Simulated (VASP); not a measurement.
# InP (F-43m) in VASP: notebook

Runs on InP. Level: PBE. Tasks: G0W0 quasiparticle levels.

All numbers are computed with VASP 6.6.1; they aren't measurements. Logs are shortened: lines on timing, memory, paths and dates and some standing lists are left out, and cuts for length are marked.

### 1 The crystal as given

The structure is cubic, space group F-43m (No. 216). Conventional cell: a = 5.861 Å, b = 5.861 Å, c = 5.861 Å, α = 90.00°, β = 90.00°, γ = 90.00°. In (site symmetry -43m) is surrounded by 4 P at 2.54 Å. P (site symmetry -43m) is surrounded by 4 In at 2.54 Å.

### 2 G0W0 quasiparticle levels, PBE

Input file POSCAR:

```
InP
1.0
    0.0000000000      2.9305000000      2.9305000000
    2.9305000000      0.0000000000      2.9305000000
    2.9305000000      2.9305000000      0.0000000000
In P
1 1
Direct
    0.0000000000      0.0000000000      0.0000000000
    0.7500000000      0.7500000000      0.7500000000
```

Input file INCAR.step1:

```
PREC = Accurate ; ENCUT = 450
EDIFF = 1E-8 ; ISMEAR = 0
SIGMA = 0.01 ; LREAL = False
LASPH = True ; NELM = 60
ALGO = Fast ; LWAVE = True
LCHARG = False ; GGA = PE
```

Input file INCAR.step2:

```
PREC = Accurate ; ENCUT = 450
EDIFF = 1E-8 ; ISMEAR = 0
SIGMA = 0.01 ; LREAL = False
LASPH = True ; NELM = 1
ALGO = Exact ; LWAVE = True
LCHARG = False ; GGA = PE
NBANDS = 39 ; LOPTICS = True
ISTART = 1
```

Input file INCAR.step3:

```
PREC = Accurate ; ENCUT = 450
EDIFF = 1E-8 ; ISMEAR = 0
SIGMA = 0.01 ; LREAL = False
LASPH = True ; ALGO = EVGW0
LWAVE = False ; LCHARG = False
GGA = PE ; NELMGW = 1
NBANDS = 39 ; ENCUTGW = 100
NOMEGA = 48 ; PRECFOCK = Fast
ISTART = 1 ; NBANDSGW = 17
```

Input file KPOINTS:

```
regular mesh
0
Gamma
  5 5 5
```

Potentials or basis: VASP PAW PBE potentials, release 64 (In_d_GW, P_GW).

Started as:

```bash
$ cat potpaw_PBE.64/In_d_GW/POTCAR potpaw_PBE.64/P_GW/POTCAR > POTCAR
$ cp INCAR.step1 INCAR
$ mpirun -np 1 vasp_std > vasp.out
$ cp INCAR.step2 INCAR
$ mpirun -np 1 vasp_std > vasp.out
$ cp INCAR.step3 INCAR
$ mpirun -np 1 vasp_std > vasp.out
```

OUTCAR:

```text
PREC = Accurate
   ENCUT = 450
   EDIFF = 1E-8
   ISMEAR = 0
   LREAL = False
   LASPH = True
   GGA = PE
   NELMGW = 1
   ENCUTGW = 100
   PRECFOCK = Fast
   ISTART = 1

 Found     10 irreducible k-points:

 Following reciprocal coordinates:
            Coordinates               Weight
  0.000000  0.000000  0.000000      1.000000
  0.200000  0.000000  0.000000      8.000000
  0.400000  0.000000  0.000000      8.000000
  0.200000  0.200000  0.000000      6.000000
  0.400000  0.200000  0.000000     24.000000
 -0.400000  0.200000  0.000000     24.000000
   k-points           NKPTS =     10   k-points in BZ     NKDIM =    125   number of bands    NBANDS=     39
   number of dos      NEDOS =    301   number of ions     NIONS =      2
   total plane-waves  NPLWV =  27000
   dimension x,y,z NGX =    30 NGY =   30 NGZ =   30
   dimension x,y,z NGXF=    60 NGYF=   60 NGZF=   60
   ions per type =               1   1
   NGX,Y,Z   is equivalent  to a cutoff of  12.03, 12.03, 12.03 a.u.
   NGXF,Y,Z  is equivalent  to a cutoff of  24.07, 24.07, 24.07 a.u.
 SYSTEM =  unknown system
   PREC   = accura    normal or accurate (medium, high low for compatibility)
   ISTART =      1    job   : 0-new  1-cont  2-samecut
   ICHARG =      0    charge: 1-file 2-atom 10-const
   ISPIN  =      1    spin polarized calculation?
   LNONCOLLINEAR =      F non collinear calculations
   LSORBIT =      F    spin-orbit coupling
   LASPH  =      T    aspherical Exc in radial PAW
   ENCUT  =  450.0 eV  33.07 Ry    5.75 a.u.   7.17  7.17  7.17*2*pi/ulx,y,z
   NELM   =     60;   NELMIN=  2; NELMDL=  0     # of ELM steps
   EDIFF  = 0.1E-07   stopping-criterion for ELM
   LREAL  =      F    real-space projection
   EDIFFG = 0.1E-06   stopping-criterion for IOM
   NSW    =      0    number of steps for IOM
   IBRION =     -1    ionic relax: 0-MD 1-quasi-New 2-CG
   NFREE  =      0    steps in history (QN), initial steepest desc. (CG)
   ISIF   =      0    stress and relaxation
   ISYM   =      3    0-nonsym 1-usesym 2-fastsym
   POTIM  = 0.5000    time-step for ionic-motion
   TEBEG  =    0.0;   TEEND  =   0.0 temperature during run
   PSTRESS=    0.0 pullay stress
   NELECT =      18.0000    total number of electrons
   NUPDOWN=      -1.0000    fix difference up-down
   EMIN   =  10.00;   EMAX   =-10.00  energy-range for DOS
   EFERMI =   0.00;   METHOD = LEGACY
   ISMEAR =     0;   SIGMA  =   0.01  broadening in eV -4-tet -1-fermi 0-gaus
   EFERMI_NEDOS =   21; number of points for ismear=-14 and -15
   IALGO  =     38    algorithm
   IMIX   =      4    mixing-type and parameters
     AMIX     =   0.40;   BMIX     =  1.00
     AMIX_MAG =   1.60;   BMIX_MAG =  1.00
  volume/ion in A,a.u.               =      25.17       169.83
  Fermi-wavevector in a.u.,A,eV,Ry     =   1.162021  2.195901 18.371846  1.350293
  Thomas-Fermi vector in A             =   2.298587
   LORBIT       =      0    0 simple, 1 ext, 2 COOP (PROOUT), +10 PAW based schemes
   GGA     = PE    functional components
   LHFCALC =     T    Hartree Fock is set to
   PRECFOCK=fast      Normal, Fast or Accurate (Low or Medium for compatibility)
   ENCUT4O =  -1.0   cutoff for four orbital integrals eV
   NKREDX  =     1    reduce k-point grid by
   NKREDY  =     1    reduce k-point grid by
   NKREDZ  =     1    reduce k-point grid by
   AEXX    =    1.0000 exact exchange contribution
   HFSCREEN=    0.0000 screening length (either q_TF or 0.3 A-1)
   HFSCREENC=   0.0000 screening length for correlation (either q_TF or 0.3 A-1)
   ENCUTFOCK=  -1.0 apply spherical cutoff to Coloumb kernel
   IVDW    =     0    specifies the selected vdW correction
   LEPSILON=     F    determine dielectric tensor
   LRPA    =     F    only Hartree local field effects (RPA)
   LRPAFORCE           =     F    calculate RPA forces
   ENCUTGW             = 100.0    cutoff for response function in eV
   ENCUTGWSOFT         =  80.0    soft cutoff for Coulomb kernel in GW response function in eV
   ENCUTLF             =  -1.0    cutoff for local field effects
   NELMGW              =     1    number of iterations in solving QP/BSE equation
   NELMHF              =     1    number of iterations in the inner HF iteration
   NKREDLFX            =     1    NKREDLFY  =   1   NKREDLFZ  =   1
 non-spin polarized calculation
 Gauss-broadening in eV      SIGMA  =   0.01
  energy-cutoff  :      450.00
  volume of cell :       50.33
 maximum number of plane-waves:      1103
 NGX is ok and might be reduce to    30
  NGX = 16; NGY = 16; NGZ = 16
   NGX = 15   NGY = 15   NGZ = 15
 maximum number of plane-waves:       122

 QP shifts <psi_nk| G(iteration)W_0 |psi_nk>: iteration 1
 for sc-GW calculations column KS-energies equals QP-energies in previous step
 and V_xc(KS)=  KS-energies - (<T + V_ion + V_H > + <T+V_H+V_ion>^1  + <V_x>^1)

 k-point   1 :       0.0000    0.0000    0.0000
  band No.  KS-energies  QP-energies   sigma(KS)   V_xc(KS)     V^pw_x(r,r')   Z            occupation Imag(sigma)

      1     -10.2890     -11.7601     -18.6985     -16.5944     -25.3007       0.6991       2.0000       0.2463
      2     -10.2890     -11.7601     -18.6985     -16.5944     -25.3007       0.6991       2.0000       0.2463
      3     -10.2890     -11.7601     -18.6985     -16.5944     -25.3007       0.6991       2.0000       0.2463
      4     -10.1381     -11.6438     -18.8324     -16.6835     -25.3309       0.7007       2.0000       0.1748
      5     -10.1381     -11.6438     -18.8324     -16.6835     -25.3309       0.7007       2.0000       0.1748
      6      -7.5906      -7.6405     -11.3854     -11.3026     -18.2779       0.6038       2.0000       0.9291
[... 9 lines left out ...]
     16      13.3383      14.0671      -9.2433     -10.2294      -4.5903       0.7390       0.0000      -0.2905
     17      15.1162      15.3264      -7.3311      -7.6140      -2.2834       0.7433       0.0000      -0.4588

 k-point   2 :       0.2000    0.0000    0.0000
  band No.  KS-energies  QP-energies   sigma(KS)   V_xc(KS)     V^pw_x(r,r')   Z            occupation Imag(sigma)

      1     -10.3322     -11.7590     -18.5435     -16.4918     -25.1956       0.6955       2.0000       0.2640
      2     -10.2724     -11.7457     -18.7182     -16.6130     -25.3158       0.6998       2.0000       0.2439
      3     -10.2724     -11.7457     -18.7182     -16.6130     -25.3158       0.6998       2.0000       0.2439
      4     -10.1372     -11.6434     -18.8315     -16.6840     -25.3330       0.7014       2.0000       0.1756
      5     -10.1372     -11.6434     -18.8315     -16.6840     -25.3330       0.7014       2.0000       0.1756
      6      -7.1461      -7.2298     -11.6354     -11.5009     -18.3235       0.6222       2.0000       0.8967
[... 9 lines left out ...]
     16      13.3074      13.5044      -7.2838      -7.5453      -2.4188       0.7533       0.0000      -0.3303
     17      15.3333      15.7435      -7.8697      -8.4172      -2.8128       0.7493       0.0000      -0.4779

 k-point   3 :       0.4000    0.0000    0.0000
  band No.  KS-energies  QP-energies   sigma(KS)   V_xc(KS)     V^pw_x(r,r')   Z            occupation Imag(sigma)

      1     -10.3962     -11.7679     -18.3485     -16.3641     -25.0637       0.6913       2.0000       0.2879
      2     -10.2526     -11.7303     -18.7376     -16.6272     -25.3229       0.7002       2.0000       0.2384
      3     -10.2526     -11.7303     -18.7376     -16.6272     -25.3229       0.7002       2.0000       0.2384
      4     -10.1276     -11.6332     -18.8455     -16.7016     -25.3555       0.7023       2.0000       0.1782
      5     -10.1276     -11.6332     -18.8455     -16.7016     -25.3555       0.7023       2.0000       0.1782
      6      -6.1253      -6.2288     -12.1921     -12.0354     -18.5070       0.6604       2.0000       0.8085
[... 9 lines left out ...]
     16      13.6930      14.3639      -9.0789      -9.9831      -4.1852       0.7419       0.0000      -0.3737
     17      17.2121      17.9890      -9.2571     -10.3071      -3.6638       0.7399       0.0000      -0.7559

 k-point   4 :       0.2000    0.2000    0.0000
  band No.  KS-energies  QP-energies   sigma(KS)   V_xc(KS)     V^pw_x(r,r')   Z            occupation Imag(sigma)

      1     -10.3615     -11.7741     -18.4909     -16.4573     -25.1613       0.6946       2.0000       0.2718
      2     -10.2542     -11.7311     -18.7446     -16.6346     -25.3375       0.7000       2.0000       0.2404
      3     -10.2542     -11.7311     -18.7446     -16.6346     -25.3375       0.7000       2.0000       0.2404
      4     -10.1537     -11.6559     -18.8020     -16.6561     -25.3028       0.7001       2.0000       0.1777
      5     -10.1261     -11.6330     -18.8431     -16.6976     -25.3473       0.7023       2.0000       0.1751
      6      -7.0003      -7.0878     -11.6847     -11.5453     -18.3142       0.6275       2.0000       0.8857
[... 9 lines left out ...]
     16      15.0776      15.6307      -8.1517      -8.8850      -3.0733       0.7543       0.0000      -0.4810
     17      16.4437      16.7114      -7.4909      -7.8480      -2.3265       0.7495       0.0000      -0.5644

 k-point   5 :       0.4000    0.2000    0.0000
  band No.  KS-energies  QP-energies   sigma(KS)   V_xc(KS)     V^pw_x(r,r')   Z            occupation Imag(sigma)

      1     -10.4098     -11.7782     -18.3509     -16.3709     -25.0745       0.6911       2.0000       0.2916
      2     -10.2365     -11.7182     -18.7616     -16.6459     -25.3447       0.7003       2.0000       0.2337
      3     -10.2290     -11.7112     -18.7714     -16.6602     -25.3548       0.7020       2.0000       0.2352
      4     -10.1566     -11.6561     -18.7944     -16.6512     -25.3008       0.6997       2.0000       0.1801
      5     -10.1180     -11.6243     -18.8520     -16.7098     -25.3618       0.7031       2.0000       0.1761
      6      -6.1372      -6.2362     -12.0932     -11.9422     -18.4089       0.6560       2.0000       0.8108
[... 9 lines left out ...]
     16      15.1035      15.5056      -7.9461      -8.4809      -2.8823       0.7518       0.0000      -0.4724
     17      17.0004      17.6994      -8.9791      -9.9224      -3.5056       0.7410       0.0000      -0.6826

 k-point   6 :      -0.4000    0.2000    0.0000
  band No.  KS-energies  QP-energies   sigma(KS)   V_xc(KS)     V^pw_x(r,r')   Z            occupation Imag(sigma)

      1     -10.4165     -11.7673     -18.3086     -16.3488     -25.0527       0.6892       2.0000       0.2989
      2     -10.2401     -11.7215     -18.7512     -16.6336     -25.3262       0.6995       2.0000       0.2292
      3     -10.2283     -11.7103     -18.7710     -16.6606     -25.3551       0.7022       2.0000       0.2357
      4     -10.1390     -11.6402     -18.8244     -16.6805     -25.3342       0.7002       2.0000       0.1785
      5     -10.1280     -11.6302     -18.8386     -16.6963     -25.3480       0.7013       2.0000       0.1771
      6      -5.6232      -5.7115     -12.4415     -12.3086     -18.6141       0.6646       2.0000       0.7523
[... 9 lines left out ...]
     16      15.0803      15.4699      -7.8059      -8.3235      -2.8076       0.7527       0.0000      -0.4326
     17      16.6754      17.4937      -9.6120     -10.7238      -3.9726       0.7360       0.0000      -0.7293

 [... further k-points ...]
```

Wall time 1.9 min (1 thread of Intel Xeon 6975P-C (Granite Rapids), shared host); peak memory 0.44 GiB.

These settings aren't checked as converged: the numbers below hold their error.

Results:

| Property | Result |
| --- | --- |
| Band gap on the k mesh, mean-field level | 0.70 eV, direct |
| Quasiparticle gap | 1.29 eV |
| Least direct quasiparticle gap | 1.29 eV |

Caveat: bands, screening cutoff and mesh are small and nothing is extrapolated, so the quasiparticle values aren't converged; spin-orbit coupling is left out, which moves the levels of the heavy elements.

(Continued in part 2 of 3.)
